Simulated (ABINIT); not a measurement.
## InP: band structure with HLE16

Crystal: InP.

```
CELL_PARAMETERS angstrom
0.00000 2.93050 2.93050
2.93050 0.00000 2.93050
2.93050 2.93050 0.00000
ATOMIC_POSITIONS crystal
In 0.00000 0.00000 0.00000
P 0.75000 0.75000 0.75000
```

```yaml
Program: ABINIT 10.8.3 (patched build)
Task: band structure
Functional: HLE16
Potentials_or_basis: JTH PAW PBE v2.0
Cutoff: 544 eV
k_mesh: 8 × 8 × 8
Occupations: fermi-dirac, width 0.05 eV
Spin: no spin polarisation
Fine-grid_cutoff: 1088.46 eV
Exchange_and_correlation_inside_the_PAW_spheres: full angular mesh (pawxcdev 0, this build's default; the released program takes 1)
```

```yaml
Band_gap_on_the_k_mesh: 1.30 eV, direct
Valence_electrons_inside_the_program's_atomic_spheres: In 11.33; P 1.73
```

Levels at the corners of the path, in eV from the valence-band top:
| point | band 7 | band 8 | band 9 | band 10 | band 11 | band 12 |
| --- | --- | --- | --- | --- | --- | --- |
| Γ | 0.00 | 0.00 | 0.00 | 1.30 | 4.87 | 4.87 |
| X | -5.27 | -1.91 | -1.91 | 3.08 | 3.19 | 10.07 |
| W | -5.14 | -2.39 | -2.28 | 4.59 | 5.42 | 6.51 |
| K | -5.14 | -2.64 | -1.59 | 3.38 | 5.12 | 8.17 |
| Γ | 0.00 | 0.00 | 0.00 | 1.30 | 4.87 | 4.87 |
| L | -5.08 | -0.80 | -0.80 | 2.22 | 5.65 | 5.65 |
| U | -5.14 | -2.64 | -1.59 | 3.38 | 5.12 | 8.17 |
| W | -5.14 | -2.39 | -2.28 | 4.59 | 5.42 | 6.51 |
| L | -5.08 | -0.80 | -0.80 | 2.22 | 5.65 | 5.65 |
| K | -5.14 | -2.64 | -1.59 | 3.38 | 5.12 | 8.17 |

It took 61 s on 1 thread of Arm Neoverse V2, on a shared host, peak memory 0.14 GiB.

Caveat: the potentials were made for a functional far from this one; spin-orbit coupling is left out, which moves the levels of the heavy elements.
